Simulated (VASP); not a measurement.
**VASP inputs for MgI$_{2}$ (strained fluorite)**

INCAR

```
ISMEAR = -1
ENCUT = 520
PREC = Accurate
LCHARG = .FALSE.
NSW = 0
EDIFF = 1E-7
SIGMA = 0.02
LASPH = .TRUE.
GGA = PE
LWAVE = .FALSE.
LREAL = .FALSE.
IBRION = -1
NBANDS = 15
ISIF = 2
NELM = 120
```

KPOINTS

```
KPOINTS created by Atomic Simulation Environment
0
Gamma
6 6 6
0 0 0
```

KPOINTS_OPT

```
special points
7
Reciprocal
0.0000000000 0.0000000000 0.0000000000 1
0.5000000000 0.0000000000 0.5000000000 1
0.6250000000 0.2500000000 0.6250000000 1
0.3750000000 0.3750000000 0.7500000000 1
0.5000000000 0.5000000000 0.5000000000 1
0.5000000000 0.2500000000 0.7500000000 1
0.5000000000 0.5000000000 0.0000000000 1
```

POSCAR

```
Mg I
 1.0000000000000000
     0.0000000000000000    3.7557205858999998    3.7181633801000000
     3.7557205858999998    0.0000000000000000    3.7181633801000000
     3.7557205858999998    3.7557205858999998    0.0000000000000000
 Mg  I
   1   2
Cartesian
  0.0000000000000000  0.0000000000000000  0.0000000000000000
  1.8778602929499997  1.8778602929499997  1.8590816900500000
  5.6335808788499984  5.6335808788499984  5.5772450701500000
```

VASP ran with the recommended PBE PAW datasets (16 valence electrons in the cell).

Problem. What does this run give?

Solution. gap between bands v and c 0.54 eV; least direct gap 0.94 eV; pressure 0.5 GPa.

Band v is the last that the valence electrons fill when counted band by band, and c is the next. Levels in eV from the top of v:

```json
{"point": "Γ", "v−1": "-1.23", "v": "-1.10", "c": "0.54", "c+1": "3.02"}
{"point": "X", "v−1": "-0.50", "v": "-0.08", "c": "1.00", "c+1": "4.05"}
{"point": "K", "v−1": "-1.10", "v": "-0.16", "c": "1.62", "c+1": "4.86"}
{"point": "L", "v−1": "-2.36", "v": "-2.35", "c": "2.62", "c+1": "4.99"}
{"point": "W", "v−1": "-0.39", "v": "-0.22", "c": "1.82", "c+1": "4.04"}
```
